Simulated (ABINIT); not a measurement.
# CdSe (F-43m) in ABINIT: single point with WC

Aim: the single point of CdSe with WC.

Everything below comes from runs of ABINIT 10.8.3 (patched build). Logs are shortened: lines on timing, memory, paths and dates and some standing lists are left out, and cuts for length are marked. The log counts tension as positive stress, the text compression.

### 1 The crystal as given

The structure is cubic, space group F-43m (No. 216). Conventional cell: a = 6.141 Å, b = 6.141 Å, c = 6.141 Å, α = 90.00°, β = 90.00°, γ = 90.00°. Cd (site symmetry -43m) is surrounded by 4 Se at 2.66 Å. Se (site symmetry -43m) is surrounded by 4 Cd at 2.66 Å.

Measurements of this composition are mostly on another form, of space group No. 186.

### 2 Single point, WC

Contents of run.abi:

```
# Pseudopotentials
pp_dirpath "./"
pseudos "Cd.GGA_PBE-JTH.xml, Se.GGA_PBE-JTH.xml"

# Structure
acell 3*1.0
rprim
     0.0000000000     5.8019716937     5.8019716937
     5.8019716937     0.0000000000     5.8019716937
     5.8019716937     5.8019716937     0.0000000000
ntypat 2
znucl 48 34
natom 2
typat 1 2
xred
     0.0000000000     0.0000000000     0.0000000000
     0.2500000000     0.2500000000     0.2500000000

# Plane-wave basis
ecut 26.0
pawecutdg 48.0
pawxcdev 0

# k points
kptopt 1
ngkpt 8 8 8
nshiftk 1
shiftk 0.0 0.0 0.0

# Exchange and correlation
ixc 23

# Bands and occupations
nband 13
occopt 3
tsmear 0.05 eV

# SCF cycle
nstep 100
tolvrs 1.0e-9

# Output
iomode 3
prtwf 0
prtden 0
prteig 0
prtebands 0
enunit 2
```

Potentials or basis: JTH PAW PBE v2.0.

The run is started by

```bash
abinit run.abi > log 2>&1
```

run.abo:

```text
.Version 10.8.3 of ABINIT
 Symmetries : space group F-4 3 m (#216); Bravais cF (face-center cubic)
================================================================================
 Values of the parameters that define the memory need of the present run
     intxc =       0    ionmov =       0      iscf =      17    lmnmax =      18
     lnmax =       6     mgfft =      40  mpssoang =       3    mqgrid =    3001
     natom =       2  nloc_mem =       2    nspden =       1   nspinor =       1
    nsppol =       1      nsym =      24    n1xccc =       1    ntypat =       2
    occopt =       3   xclevel =       2
       mpw =        2502          nfft =       64000          nkpt =          29
 PAW method is used; the additional fine FFT grid is defined by:
   mgfftf=        54    nfftf =    157464
================================================================================
================================================================================

--------------------------------------------------------------------------------
------------- Echo of variables that govern the present computation ------------
--------------------------------------------------------------------------------
 -outvars: echo values of preprocessed input variables --------
            acell      1.0000000000E+00  1.0000000000E+00  1.0000000000E+00 Bohr
              amu      1.12411000E+02  7.89600000E+01
             ecut      2.60000000E+01 Hartree
           enunit           2
              ixc          23
         kptrlatt        8    0    0      0    8    0      0    0    8
          kptrlen      6.56418165E+01
            natom           2
            nband          13
            ngfft          40      40      40
          ngfftdg          54      54      54
             nkpt          29
            nstep         100
             nsym          24
           ntypat           2
           occopt           3
        pawecutdg      4.80000000E+01 Hartree
         pawxcdev           0
           prtden           0
        prtebands           0
           prteig           0
            prtwf           0
            rprim      0.0000000000E+00  5.8019716937E+00  5.8019716937E+00
                       5.8019716937E+00  0.0000000000E+00  5.8019716937E+00
                       5.8019716937E+00  5.8019716937E+00  0.0000000000E+00
          spgroup         216
           tolvrs      1.00000000E-09
           tsmear      1.83746611E-03 Hartree
            typat      1  2
           useylm           1
           xangst      0.0000000000E+00  0.0000000000E+00  0.0000000000E+00
                       1.5351355983E+00  1.5351355983E+00  1.5351355983E+00
            xcart      0.0000000000E+00  0.0000000000E+00  0.0000000000E+00
                       2.9009858468E+00  2.9009858468E+00  2.9009858468E+00
             xred      0.0000000000E+00  0.0000000000E+00  0.0000000000E+00
                       2.5000000000E-01  2.5000000000E-01  2.5000000000E-01
[... 144 lines left out ...]
 cartesian forces (hartree/bohr) at end:
    1     -0.00000000000000    -0.00000000000000    -0.00000000000000
    2     -0.00000000000000    -0.00000000000000    -0.00000000000000
 frms,max,avg= 0.0000000E+00 0.0000000E+00   0.000E+00  0.000E+00  0.000E+00 h/b

 cartesian forces (eV/Angstrom) at end:
    1     -0.00000000000000    -0.00000000000000    -0.00000000000000
    2     -0.00000000000000    -0.00000000000000    -0.00000000000000
 frms,max,avg= 0.0000000E+00 0.0000000E+00   0.000E+00  0.000E+00  0.000E+00 e/A
 length scales=  1.000000000000  1.000000000000  1.000000000000 bohr
              =  0.529177210544  0.529177210544  0.529177210544 angstroms
 Fermi (or HOMO) energy (hartree) =   0.04892   Average Vxc (hartree)=  -0.32638
 Eigenvalues (hartree) for nkpt=  29  k points:
 kpt#   1, nband= 13, wtk=  0.00195, kpt=  0.0000  0.0000  0.0000 (reduced coord)
  -0.41865   -0.24735   -0.24735   -0.24735   -0.23454   -0.23454    0.04028    0.04028
   0.04028    0.05459    0.25537    0.25537    0.25537
      occupation numbers for kpt#   1
   2.00000    2.00000    2.00000    2.00000    2.00000    2.00000    1.98201    1.98201
   1.98201    0.08738    0.00000    0.00000    0.00000
 prteigrs : prtvol=0 or 1, do not print more k-points.

 Fermi (or HOMO) energy (eV) =   1.33110   Average Vxc (eV)=  -8.88125
 Eigenvalues (   eV  ) for nkpt=  29  k points:
 kpt#   1, nband= 13, wtk=  0.00195, kpt=  0.0000  0.0000  0.0000 (reduced coord)
 -11.39218   -6.73083   -6.73083   -6.73083   -6.38227   -6.38227    1.09600    1.09600
   1.09600    1.48540    6.94884    6.94884    6.94885
 prteigrs : prtvol=0 or 1, do not print more k-points.

--- !EnergyTerms
iteration_state     : {dtset: 1, }
comment             : Components of total free energy in Hartree
kinetic             :  1.62158616617718E+01
hartree             :  1.50380741464839E+01
xc                  : -9.47152281251553E+00
Ewald energy        : -4.05359592690717E+01
psp_core            :  2.62789607642064E+00
local_psp           : -4.53641337028122E+01
PAW spherical_terms :  4.27625444794598E+00
internal            : -5.72135294517771E+01
'-kT*entropy'       : -3.40133889496941E-06
total_energy        : -5.72135328531160E+01
total_energy_eV     : -1.55685954096326E+03
...

--- !EnergyTermsDC
iteration_state     : {dtset: 1, }
comment             : '"Double-counting" decomposition of free energy'
band_energy         : -3.39164640565121E+00
Ewald energy        : -4.05359592690717E+01
psp_core            :  2.62789607642064E+00
xc_dc               : -1.70214671448050E+01
PAW spherical_terms :  1.10766205998647E+00
internal            : -5.72135146831208E+01
'-kT*entropy'       : -3.40133889496941E-06
total_energy_dc     : -5.72135180844597E+01
total_energy_dc_eV  : -1.55685913908765E+03
...

--- !EnergyTermsWithPAWCore
iteration_state     : {dtset: 1, }
comment             : 'Components of total free energy, including PAW core contributions'
Total energy        : -8.02361018677338E+03
Total energy DC     : -8.02361017200472E+03
Total energy (eV)   : -2.18333555879478E+05
Total energy DC (eV): -2.18333555477603E+05
...

 Cartesian components of stress tensor (hartree/bohr^3)
  sigma(1 1)=  4.92369748E-05  sigma(3 2)=  0.00000000E+00
  sigma(2 2)=  4.92369748E-05  sigma(3 1)=  0.00000000E+00
  sigma(3 3)=  4.92369748E-05  sigma(2 1)=  0.00000000E+00

-Cartesian components of stress tensor (GPa)         [Pressure= -1.4486E+00 GPa]
- sigma(1 1)=  1.44860181E+00  sigma(3 2)=  0.00000000E+00
- sigma(2 2)=  1.44860181E+00  sigma(3 1)=  0.00000000E+00
- sigma(3 3)=  1.44860181E+00  sigma(2 1)=  0.00000000E+00

== END DATASET(S) ==============================================================
================================================================================

 -outvars: echo values of variables after computation  --------
            acell      1.0000000000E+00  1.0000000000E+00  1.0000000000E+00 Bohr
           etotal     -5.7213518084E+01
            fcart     -0.0000000000E+00 -0.0000000000E+00 -0.0000000000E+00
                      -0.0000000000E+00 -0.0000000000E+00 -0.0000000000E+00
            rprim      0.0000000000E+00  5.8019716937E+00  5.8019716937E+00
                       5.8019716937E+00  0.0000000000E+00  5.8019716937E+00
                       5.8019716937E+00  5.8019716937E+00  0.0000000000E+00
           strten      4.9236974839E-05  4.9236974839E-05  4.9236974839E-05
                       0.0000000000E+00  0.0000000000E+00  0.0000000000E+00
           xangst      0.0000000000E+00  0.0000000000E+00  0.0000000000E+00
                       1.5351355983E+00  1.5351355983E+00  1.5351355983E+00
             xred      0.0000000000E+00  0.0000000000E+00  0.0000000000E+00
                       2.5000000000E-01  2.5000000000E-01  2.5000000000E-01
 Calculation completed.
```

Run time: 53 s. Hardware: 1 thread of Arm Neoverse V1, shared host; peak memory 0.16 GiB.

What came out:

| Quantity | Value |
| --- | --- |
| Free energy | -1556.8591 eV |
| Pressure | -1.4 GPa |
| Band gap on the k mesh | 0.39 eV, direct |
| Valence electrons inside the program's atomic spheres | Cd 10.44; Se 3.94 |

Caveat: the PAW data sets were made with another functional, which shifts forces and pressure a little.
